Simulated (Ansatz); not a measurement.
# BaH2 (model cell, started as CdI2 type): relaxing the cell for a phonon run

Wanted: the relaxed cell of BaH2 (model cell, started as CdI2 type).

Main program and level: Ansatz 0.2.0; DFT PBE, scalar-relativistic, plane waves, PAW.

The structure was built from a prototype and need not be the compound's stable phase.

## Step 1: Set-up

It takes space group P-3m1 (No. 164, trigonal). The conventional cell has a = 3.988 Å, b = 3.988 Å, c = 6.460 Å, α = 90.00°, β = 90.00°, γ = 120.00°. Ba has 6 H at 2.81 Å nearest. H has 3 Ba at 2.81 Å nearest. Farther neighbours are not listed.

As a file:

```cif
data_structure
_symmetry_space_group_name_H-M 'P-3m1'
_symmetry_Int_Tables_number 164
_cell_length_a 3.9875
_cell_length_b 3.9875
_cell_length_c 6.4597
_cell_angle_alpha 90.000
_cell_angle_beta 90.000
_cell_angle_gamma 120.000
_cell_volume 88.95
loop_
_atom_site_label
_atom_site_type_symbol
_atom_site_symmetry_multiplicity
_atom_site_Wyckoff_symbol
_atom_site_fract_x
_atom_site_fract_y
_atom_site_fract_z
_atom_site_occupancy
Ba1 Ba 1 a 0.00000 0.00000 0.00000 1
H1 H 2 d 0.33333 0.66667 0.25000 1
```

## Step 2: A coarse first look

First a cheap look: the gap decides the mesh and the occupations, the pressure tells how far the cell has to move.

input.yaml reads:

```yaml
crystal:
  lattice:
    - [3.9875, 0.0, 0.0]
    - [-1.99375, 3.45328, 0.0]
    - [0.0, 0.0, 6.45975]
  atoms:
    - { symbol: Ba, position: [0.0, 0.0, 0.0] }
    - { symbol: H, position: [0.333333, 0.666667, 0.25] }
    - { symbol: H, position: [0.666667, 0.333333, 0.75] }
kpoints:
  mp_grid: { grid: [6, 6, 4] }
hamiltonian:
  xc: pbe
scf:
  occupations: { method: gaussian, width: 0.1 }
output:
  forces: true
  stress: true
  eigenvalues: true
```

Run with:

```
> ansatz run input.yaml --threads 4 --pin off --max-ram 7168MiB --backend cpu --events-out ev --progress --plain --runs-dir out
```

Numbers of over 12 decimals in the logs are rounded to 6 here.

The log of the run:

```text
[...]
k-point 1: bands = ["-25.8938", "-11.0280", "-10.6445", "-10.6445", "-0.7330", "0.9663", "3.7323", "5.1114", "5.1114", "7.3111"]
  k-point 2: bands = ["-25.8938", "-11.0303", "-10.6445", "-10.6445", "-0.5665", "0.6763", "4.0836", "5.1152", "5.1152", "6.8253"]
  k-point 23: bands = ["-25.7719", "-11.3229", "-11.3229", "-10.8156", "0.6710", "0.6710", "4.5459", "4.5459", "6.5411", "7.5741"]
[key lines of the parts left out:]
SCF converged after 6 iterations
Free energy (F): -5981.433599 eV
Fermi energy:    2.207243 eV
P = ⅓ Tr σ = -0.6994 GPa (-6.994 kbar)
```

Run time: 0.63 s. Hardware: 4 threads of Arm Neoverse V2, shared host; peak memory 0.33 GiB.

Numbers from this step:

- pressure: -0.6994 GPa
- gap on the k-mesh: 1.533 eV
- volume per atom: 29.65 Å³
- direct gap on mesh: 1.533 eV

The coarse mesh shows a gap of 1.53 eV and a pressure of -0.7 GPa.

## Step 3: Coarse relaxation

The start is far from rest, so a relaxation with loose tolerances brings it close first.

input.yaml, as its differences from that of step 2:

```diff
@@ -19 +19,6 @@
   eigenvalues: true
+relax:
+  adjacent_minimum: "off"
+  f_tol: 0.05
+  max_steps: 80
+  cell: { stress_tol: 0.5 }
```

The log of the run:

```text
[...]
Crystal: 3 atoms, lattice volume = 88.950 Å³
Basis set: ecut = 420 eV, 1761 PW (Γ), exchange–correlation on 54×54×90 points (8 copies of the dense FFT grid, shifted against one another)
Bands: 10, of which v1, the nominal top of the filled ones, is band 6 counted from 1 (5 counted from 0)
Symmetry: 12 space group operations
[...]
F+E_penalty+E_count = -5982.15722554 eV   max|allowed force component| = 1.178e-2 eV/Å   (the final SCF, on the basis selected at the relaxed cell)
  cell:  # Å, volume = 97.3176 Å³
    - [4.310420, 0, 7.642234886872158e-18]
    - [-2.155210, 3.732933, -3.821117443436081e-18]
    - [1.238041387993773e-17, 0, 6.048137]
  atoms:
    - { symbol: Ba, position: [0, 0, -1.43223167127876e-18] }
    - { symbol: H, position: [0.333333, 0.666667, 0.157033] }
    - { symbol: H, position: [0.666667, 0.333333, 0.842967] }
[key lines of the parts left out:]
SCF converged after 4 iterations
Free energy (F): -5982.157226 eV
Fermi energy:    2.385765 eV
P = ⅓ Tr σ = -0.0031 GPa (-0.031 kbar)
```

It took 6.1 s on 4 threads; peak memory 0.36 GiB; 12 s of CPU time.

The steps of the relaxation:

```
step  energy less that of the first step (eV)  largest force component (eV/Å)  pressure (GPa)  volume (Å³)
   1                                   0.0000                          1.0129           -0.70        88.95
   2                                  -0.4107                          0.5960            0.21        89.21
   3                                  -0.6368                          0.2430            0.58        91.53
   4                                  -0.7156                          0.0665           -0.03        96.69
   5                                  -0.7196                          0.0117           -0.04        97.32
  6*                                  -0.7236                          0.0118            0.00        97.32
```

Relaxation steps marked * repeat the geometry before them on a plane-wave basis chosen anew for their cell, so energy and pressure can jump there.

Forces are held to the 12 operations that the run works with; a distortion that breaks them can't arise in this run.

```
conventional cell, symmetrised  before  after  change
                         a (Å)   3.988  4.310  +8.1 %
                         b (Å)   3.988  4.310  +8.1 %
                         c (Å)   6.460  6.048  -6.4 %
              volume (Å³/atom)   29.65  32.44  +9.4 %
```

The atoms that moved most (Å, as changes of fractional coordinates times the final cell):

```
atom     dx     dy      dz  length
  H2  0.000  0.000  -0.562   0.562
  H3  0.000  0.000   0.562   0.562
```

Final coordinates:

```
Ba H
1.0
     4.31042    0.00000    0.00000
    -2.15521    3.73293    0.00000
     0.00000    0.00000    6.04814
Ba H
1 2
Cartesian
  0.0000 0.0000 0.0000
  0.0000 2.4886 0.9498
  2.1552 1.2443 5.0984
```

This step gave:

| Quantity | Value |
| --- | --- |
| pressure | -0.003120 GPa |
| gap on the k-mesh | 2.259 eV |
| volume per atom | 32.44 Å³ |
| direct gap on mesh | 2.259 eV |

In this step the volume went from 29.65 to 32.44 Å³/atom.

## Step 4: Relaxation

The cell and atoms are relaxed, since residual forces and stress would shift the frequencies.

input.yaml reads:

```yaml
crystal:
  lattice:
    - [4.3104197857, 0.0, 0.0]
    - [-2.1552098928, 3.7329330354, 0.0]
    - [0.0, 0.0, 6.0481365452]
  atoms:
    - { symbol: Ba, position: [0.0, 0.0, 0.0] }
    - { symbol: H, position: [0.3333333333, 0.6666666667, 0.1570334047] }
    - { symbol: H, position: [0.6666666667, 0.3333333333, 0.8429665953] }
kpoints:
  mp_grid: { grid: [6, 6, 4] }
hamiltonian:
  xc: pbe
scf:
  occupations: { method: gaussian, width: 0.02 }
output:
  forces: true
  stress: true
  eigenvalues: true
  write_density: true
  write_potential: true
  elf: true
  volumetric_format: npy
relax:
  adjacent_minimum: "off"
  f_tol: 0.005
  max_steps: 80
  cell: { stress_tol: 0.05 }
```

The log of the run:

```text
[...]
Crystal: 3 atoms, lattice volume = 97.318 Å³
Basis set: ecut = 420 eV, 1899 PW (Γ), exchange–correlation on 60×60×90 points (8 copies of the dense FFT grid, shifted against one another)
Bands: 10, of which v1, the nominal top of the filled ones, is band 6 counted from 1 (5 counted from 0)
[... 1 set-up line as in the run before ...]
[...]
k-points: 24 of 144
[...]
SCF iter   1: F=—  HF=-5982.155508 eV  |F-HF|=—  |Δ(HF+E_count)|=         —  Δρ=2.03e-3  dr2=5.04e-3  ethr=1.77e-3  ⟨swp⟩=8.7  Hψ=2353  notcnv=0
[...]
SCF iter   6: F=-5982.157226 eV  HF=-5982.157226 eV  |F-HF|=1.79e-9  |Δ(HF+E_count)|=   3.56e-9  Δρ=7.38e-7  dr2=4.21e-10  ethr=7.81e-11  ⟨swp⟩=5.8  Hψ=1507  notcnv=0
SCF 1 converged in 6 iterations: F = -5982.157226 eV  dr2 = 4.21e-10
[...]
relax step   1: F+E_penalty+E_count = -5982.15722554 eV  Δ(F+E_penalty+E_count) = +0.000e0 eV  max|allowed force component| = 1.176e-2 eV/Å  Δτ_max = 0.0000 Å  P = -0.003 GPa  Ω = 97.318 Å³  (6 SCF iters, dr2 threshold 1.00e-7 eV, accepted)
Crystal: 3 atoms, lattice volume = 97.484 Å³
Basis set: ecut = 420 eV, 1911 PW (Γ), exchange–correlation on 60×60×90 points (8 copies of the dense FFT grid, shifted against one another)
[...]
SCF iter   5: F=-5982.157400 eV  HF=-5982.157400 eV  |F-HF|=9.70e-10  |Δ(HF+E_count)|=   3.75e-8  Δρ=1.08e-6  dr2=1.14e-9  ethr=1.65e-10  ⟨swp⟩=8.7  Hψ=1726  notcnv=0
SCF 2 converged in 5 iterations: F = -5982.157400 eV  dr2 = 1.14e-9
relax step   2: F+E_penalty+E_count = -5982.15739988 eV  Δ(F+E_penalty+E_count) = -1.743e-4 eV  max|allowed force component| = 3.327e-3 eV/Å  Δτ_max = 0.0125 Å  P = -0.010 GPa  Ω = 97.484 Å³  energy of the carried Pulay correction = -3.675e-5 eV  (5 SCF iters, dr2 threshold 1.98e-8 eV, accepted)
[...]
SCF iter   1: F=—  HF=-5982.157328 eV  |F-HF|=—  |Δ(HF+E_count)|=         —  Δρ=2.19e-5  dr2=1.42e-8  ethr=2.68e-7  ⟨swp⟩=3.0  Hψ=3066  notcnv=0
eigensolver tolerance schedule: the retry pair's looser diagonalisation over-reported the residual by 2257.99 of it (diagonalisation noise at 0.24 of the residual, at the tolerance the schedule requests for it); recorded, not acted on — ethr = c·dr2/N_el stays at c = 1.0e-1
[...]
SCF iter   2: F=—  HF=-5982.157414 eV  |F-HF|=—  |Δ(HF+E_count)|=   8.61e-5  Δρ=1.09e-5  dr2=3.58e-9  ethr=1.19e-10  ⟨swp⟩=2.4  Hψ=407  notcnv=0
[...]
SCF iter   4: F=-5982.157443 eV  HF=-5982.157443 eV  |F-HF|=7.37e-11  |Δ(HF+E_count)|=   2.37e-6  Δρ=1.32e-7  dr2=2.47e-11  ethr=1.00e-12  ⟨swp⟩=4.8  Hψ=1189  notcnv=0
SCF 3 converged in 4 iterations: F = -5982.157443 eV  dr2 = 2.47e-11
relax step   3: F+E_penalty+E_count = -5982.15744313 eV  Δ(F+E_penalty+E_count) = -4.325e-5 eV  max|allowed force component| = 3.316e-3 eV/Å  Δτ_max = 0.0000 Å  P = -0.010 GPa  Ω = 97.484 Å³  stress off target by 3.80e-2 GPa  SCF on the basis re-selected at this cell (its energy is not comparable with the rows above)  (4 SCF iters)
[...]
SCF converged after 4 iterations
Free energy (F): -5982.157443 eV
[...]
Internal energy: -5982.157443 eV  (E = F + TS)
E sigma→0 (E₀):  -5982.157443 eV
Fermi energy:    2.385051 eV
[...]
--- Forces (eV/Å), atoms counted from 1 ---
  atom   1  Ba     0.00000000    -0.00000000     0.00000000
  atom   2  H      0.00000000     0.00000000     0.00331597
  atom   3  H     -0.00000000    -0.00000000    -0.00331597
  max |Σ_I F_I| component: 4.34e-19 eV/Å
--- Stress (GPa, compression-positive) ---
        0.004401       0.000000       0.000000
        0.000000       0.004401       0.000000
        0.000000       0.000000      -0.038010
  P = ⅓ Tr σ = -0.0097 GPa (-0.097 kbar)
--- Band table (eV; the first three rows and the last of 24) ---
[...]
--- Relaxed structure (2 steps of the walk, 2 accepted, 1 SCFs on fresh bases) ---
[...]
cell:  # Å, volume = 97.4837 Å³
    - [4.317574, -2.8915299655137917e-11, 0]
    - [-2.158787, 3.739129, 0]
    - [0, 0, 6.038400]
  atoms:
    - { symbol: Ba, position: [0, 0, 0] }
    - { symbol: H, position: [0.333333, 0.666667, 0.154970] }
    - { symbol: H, position: [0.666667, 0.333333, 0.845030] }
```

Elapsed: 8.1 s, on 4 threads; peak memory 0.37 GiB; 5.9 s of CPU time.

Relaxation path:

```
step  energy less that of the first step (eV)  largest force component (eV/Å)  pressure (GPa)  volume (Å³)
   1                                   0.0000                          0.0118            0.00        97.32
   2                                  -0.0002                          0.0033           -0.01        97.48
  3*                                  -0.0002                          0.0033           -0.01        97.48
```

Relaxation steps marked * repeat the geometry before them on a plane-wave basis chosen anew for their cell, so energy and pressure can jump there.

Forces are held to the 12 operations that the run works with; a distortion that breaks them can't arise in this run.

```
conventional cell, symmetrised  before  after  change
                         a (Å)   4.310  4.318  +0.2 %
                         b (Å)   4.310  4.318  +0.2 %
                         c (Å)   6.048  6.038  -0.2 %
              volume (Å³/atom)   32.44  32.49  +0.2 %
```

The atoms that moved most (Å, as changes of fractional coordinates times the final cell):

```
atom     dx     dy      dz  length
  H3  0.000  0.000   0.012   0.012
  H2  0.000  0.000  -0.012   0.012
```

The relaxed structure:

```xyz
3
Lattice="4.3176 0.0000 0.0000 -2.1588 3.7391 0.0000 0.0000 0.0000 6.0384" Properties=species:S:1:pos:R:3 pbc="T T T"
Ba    0.0000    0.0000    0.0000
H     0.0000    2.4928    0.9358
H     2.1588    1.2464    5.1026
```

This step gave:

| Item | Value |
| --- | --- |
| pressure | -0.009736 GPa |
| gap on the k-mesh | 2.230 eV |
| volume per atom | 32.49 Å³ |
| direct gap on mesh | 2.230 eV |

Electrostatic potential energy in the ac plane at fractional y = 0.000, with atoms of Ba within 0.2 Å of it. With pseudopotentials it is smooth inside the atoms' cores, unlike the true potential.

Ten even steps from '_' (-40 eV) to '@' (6 eV), each cell a mean:
```
____..==##@@@@@@@@%%##--____
__..--**%%@@@@@@@@@@##++::__
----++##%%@@@@@@@@@@%%##++--
**##%%%%@@@@@@@@@@@@@@%%####
%%%%%%@@@@@@@@@@@@@@@@@@%%%%
@@@@@@@@@@@@@@@@@@@@@@@@@@@@
@@@@@@@@@@@@@@@@@@@@@@@@@@@@
@@@@@@@@@@@@@@@@@@@@@@@@@@@@
@@@@@@@@@@@@@@@@@@@@@@@@@@@@
@@@@@@@@@@@@@@@@@@@@@@@@@@@@
@@@@@@@@@@@@@@@@@@@@@@@@@@@@
@@@@@@@@@@@@@@@@@@@@@@@@@@@@
@@@@@@@@@@@@@@@@@@@@@@@@@@@@
%%%%@@@@@@@@@@@@@@@@@@@@@@%%
####%%@@@@@@@@@@@@@@@@%%%%##
==++##%%@@@@@@@@@@@@%%##**++
....==**%%@@@@@@@@@@%%**--..
____::++%%@@@@@@@@%%##==..__
____..==##@@@@@@@@%%**--____
```
Columns run along a (4.3 Å; values clipped at the 3rd and 97th percentile), rows up along c (6.0 Å). Atoms in or near the plane, at fractional coordinates: Ba at (0.00, 0.00).

Valence density in the ac plane at fractional y = 0.000, with atoms of Ba within 0.2 Å of it. It is the smooth field of the valence electrons, not physical close to the nuclei.

Ten even steps from '0' (0.0 e/Å³) to '9' (1.3 e/Å³), each cell a mean:
```
47951000002796
99731000001589
76310000000257
22100000000012
00000000000000
00000000000000
00000000000000
00000000000000
00000000000000
00000000000000
00000000000000
00000000000000
00000000000000
00000000000000
11000000000011
54210000000134
99621000001379
68941000002698
26962000003794
```
Columns run along a (4.3 Å), rows up along c (6.0 Å). Atoms in or near the plane, at fractional coordinates: Ba at (0.00, 0.00).

ELF in the ac plane at fractional y = 0.000, with atoms of Ba within 0.2 Å of it. It is the smooth field of the valence electrons, not physical close to the nuclei.

Ten even steps from '0' (0.00) to '9' (0.88), each cell a mean:
```
04994000016972
68983012115998
99951134202799
88520257410368
43100378610024
00000378620000
00000245310000
00000011000000
00000000000000
00000000000000
00000000000000
00000133210000
00000367510000
21000379610012
76310268510257
99731146301589
99972123114899
25984001016984
02895000017960
```
Columns run along a (4.3 Å), rows up along c (6.0 Å). Atoms in or near the plane, at fractional coordinates: Ba at (0.00, 0.00).

In this step the volume went from 32.44 to 32.49 Å³/atom.

## Step 5: Relaxing to small forces for the phonons

Phonons need a cell at rest on their own settings, so the relaxation is repeated with tight tolerances on forces and stress on the k mesh and occupations of the first response run.

input.yaml reads:

```yaml
crystal:
  lattice:
    - [4.3175739651, 0.0, 0.0]
    - [-2.1587869825, 3.7391287365, 0.0]
    - [0.0, 0.0, 6.038399562]
  atoms:
    - { symbol: Ba, position: [0.0, 0.0, 0.0] }
    - { symbol: H, position: [0.3333333333, 0.6666666667, 0.1549700437] }
    - { symbol: H, position: [0.6666666667, 0.3333333333, 0.8450299563] }
kpoints:
  mp_grid: { grid: [6, 6, 4] }
hamiltonian:
  xc: pbe
scf:
  occupations: { method: fixed }
output:
  forces: true
  stress: true
  eigenvalues: true
relax:
  adjacent_minimum: "off"
  f_tol: 0.001
  max_steps: 60
  cell: { stress_tol: 0.01 }
```

The log of the run:

```text
[...]
Crystal: 3 atoms, lattice volume = 97.484 Å³
Basis set: ecut = 420 eV, 1911 PW (Γ), exchange–correlation on 60×60×90 points (8 copies of the dense FFT grid, shifted against one another)
Bands: 10, of which v1, the nominal top of the filled ones, is band 6 counted from 1 (5 counted from 0)
[... 1 set-up line as in the run before ...]
[...]
k-points: 24 of 144
[...]
--- Relaxed structure (19 steps of the walk, 19 accepted, 3 SCFs on fresh bases) ---
[...]
cell:  # Å, volume = 67.6746 Å³
    - [4.256108, -2.8456576633040927e-11, 0]
    - [-2.128054, 3.685898, -4.1488503693794876e-17]
    - [0, -6.700067855066319e-17, 4.313898]
  atoms:
    - { symbol: Ba, position: [0, 0, 0] }
    - { symbol: H, position: [0.333333, 0.666667, 0.237089] }
    - { symbol: H, position: [0.666667, 0.333333, 0.762911] }
[key lines of the parts left out:]
SCF converged after 5 iterations
Free energy (F): -5982.167316 eV
Fermi energy:    4.059897 eV
P = ⅓ Tr σ = -0.0057 GPa (-0.057 kbar)
```

Run time: 38 s. Hardware: 4 threads; peak memory 0.37 GiB; 39 s of CPU time.

The steps of the relaxation:

```
step  energy less that of the first step (eV)  largest force component (eV/Å)  pressure (GPa)  volume (Å³)
   1                                   0.0000                          0.0033           -0.01        97.48
   2                                  -0.0001                          0.0007           -0.02        97.33
   3                                  -0.0004                          0.0067           -0.03        96.66
   4                                  -0.0015                          0.0170           -0.05        94.06
   5                                  -0.0039                          0.0160           -0.05        89.21
   6                                  -0.0065                          0.0047           -0.03        84.36
   7                                  -0.0085                          0.0174            0.03        79.44
   8                                  -0.0089                          0.0203            0.04        78.42
   9                                  -0.0099                          0.0187            0.06        76.27
  10                                  -0.0108                          0.0071            0.02        74.32
  11                                  -0.0113                          0.0025            0.00        73.00
  12                                  -0.0114                          0.0009            0.00        72.70
  13                                  -0.0115                          0.0005            0.00        72.31
  14                                  -0.0114                          0.0001            0.00        72.49
 15*                                  -0.0092                          0.0003           -0.03        72.49
  16                                  -0.0109                          0.0154            0.04        67.18
  17                                  -0.0104                          0.0020            0.00        69.89
  18                                  -0.0106                          0.0005            0.00        69.37
  19                                  -0.0106                          0.0004            0.00        69.16
 20*                                  -0.0098                          0.0004           -0.01        69.16
  21                                  -0.0103                          0.0002            0.00        67.67
 22*                                  -0.0099                          0.0002           -0.01        67.67
```

Relaxation steps marked * repeat the geometry before them on a plane-wave basis chosen anew for their cell, so energy and pressure can jump there.

The run keeps the 12 symmetry operations that it works with, so distortions that break them were not tested.

```
     cell as run  before  after   change
           a (Å)   4.318  4.256   -1.4 %
           b (Å)   4.318  4.256   -1.4 %
           c (Å)   6.038  4.314  -28.6 %
volume (Å³/atom)   32.49  22.56  -30.6 %
```

The atoms that moved most (Å, as changes of fractional coordinates times the final cell):

```
atom     dx     dy      dz  length
  H3  0.000  0.000  -0.354   0.354
  H2  0.000  0.000   0.354   0.354
```

The relaxed structure:

```
Ba H
1.0
     4.25611    0.00000    0.00000
    -2.12805    3.68590    0.00000
     0.00000    0.00000    4.31390
Ba H
1 2
Cartesian
  0.0000 0.0000 0.0000
  0.0000 2.4573 1.0228
  2.1281 1.2286 3.2911
```

This step gave:

```yaml
pressure: -0.005737 GPa
gap_on_the_k_mesh: 1.469 eV
volume_per_atom: 22.56 Å³
direct_gap_on_mesh: 1.648 eV
```

The largest force component left is 0.21 meV/Å and the pressure is -0.006 GPa, within the tolerances set. The cell now holds 22.56 Å³/atom.

## Step 6: Outcome

```yaml
space_group_after_relaxation_within_0p01_a: P-3m1
lattice_constant_a: 4.256 Å
lattice_constant_b: 4.256 Å
lattice_constant_c: 4.314 Å
volume_per_atom: 22.6 Å³
gap_on_the_k_mesh: 1.47 eV
```

In words: The largest force component left is 0.21 meV/Å and the pressure is -0.006 GPa, within the tolerances set. The cell now holds 22.56 Å³/atom. The relaxation keeps the symmetry of its start, so it says nothing on stability against lower symmetry. Spin-orbit coupling is left out, which can matter for the heavy elements here. The starting cell was built on a prototype and not taken from a measurement, so the phase need not exist.

[Logs are printed without paths, hosts, clocks, repeated set-up lines and the standing remarks that a program may print on its own settings, such as how far it seeks lower states.]

[Hosts, paths, dates, database ids (printed as entryN), source tags and the programs' standing remarks are cut or masked in the printed files.]
